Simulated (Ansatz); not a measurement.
Ge:

```
Ge
1.0
     4.05040    0.00000    0.00000
    -2.02520    3.50775    0.00000
     0.00000    0.00000   10.99336
Ge
4
Direct
  0.66667 0.33333 0.41485
  0.33333 0.66667 0.91485
  0.00000 0.00000 0.47745
  0.00000 0.00000 0.97745
```

This isn't the form of Ge at room conditions, which is diamond.

Base run:

| Quantity | Value |
| --- | --- |
| Program | Ansatz 0.2.0 |
| Functional | LDA |
| Potentials or basis | Ansatz PAW |
| Cutoff | 420 eV (not typed: the program's choice for these potentials) |
| k mesh | 8 × 8 × 3 |
| Occupations | fermi-dirac, width 0.05 eV |
| Spin | no spin polarisation |

Its results: pressure -2.5 GPa; largest force 0.277 eV/Å.

**Question.** The run is repeated on the same cell with these changes: functional from LDA to r2SCAN; cutoff from 420 eV (not typed: the program's choice for these potentials) to 500 eV (not typed: the program's choice for these potentials). What comes out?

**Answer.** Pressure -1.8 GPa; largest force 0.266 eV/Å.

Caveats: the PAW data sets come from PBE, with cores solved anew for the run's functional, which leaves a small shift of forces and pressure.
